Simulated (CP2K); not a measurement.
BaTiO3 (Barioperovskite):

```
Ba Ti O
1.0
     3.98550    0.00000    0.00000
     0.00000    4.01782    0.00000
     0.00000    0.01167    4.01780
Ba Ti O
1 1 3
Cartesian
  0.0000 0.0000 0.0000
  1.9928 2.0647 2.0587
  1.9928 3.9909 2.0300
  1.9928 2.0415 3.9850
  0.0000 1.9640 1.9583
```

Program: CP2K 2026.2. Alike in all runs: task band structure; no spin polarisation; cell as given; k mesh 7 × 7 × 7. Hardware: 4 MPI ranks on Arm Neoverse V1, with other jobs on the host.

Q: Order these runs on this cell by their wall time, lowest first.
A. level LDA; potentials or basis GTH_POTENTIALS Ba GTH-PADE-q10, Ti GTH-PADE-q12, O GTH-PADE-q6; TZVP-MOLOPT-PBE-GTH basis; smearing fermi-dirac 0.05 eV; EPS_DEFAULT 1.0E-9; NGRIDS 5; points a segment of the path (NPOINTS) 10; bands added on the path 2; CUTOFF of the grids 600 Ry
B. level TB-mBJ; potentials or basis POTENTIAL_UZH Ba GTH-PBE-q10, Ti GTH-PBE-q12, O GTH-PBE-q6; TZVP-MOLOPT-PBE-GTH basis; smearing fermi-dirac 0.0259 eV; EPS_DEFAULT 1.0E-10; NGRIDS 5; points a segment of the path (NPOINTS) 6; bands added on the path 2; CUTOFF of the grids 850 Ry
C. level r2SCAN; potentials or basis POTENTIAL_UZH Ba GTH-SCAN-q10, Ti GTH-SCAN-q12, O GTH-SCAN-q6; TZVP-MOLOPT-SCAN-GTH basis; smearing fermi-dirac 0.1 eV; EPS_DEFAULT 1.0E-9; NGRIDS 4; points a segment of the path (NPOINTS) 6; bands added on the path 4; CUTOFF of the grids 850 Ry

A: A (67 s), C (140 s), B (700 s).

Caveats: this is a model potential without an energy functional, so only levels have meaning (some runs).
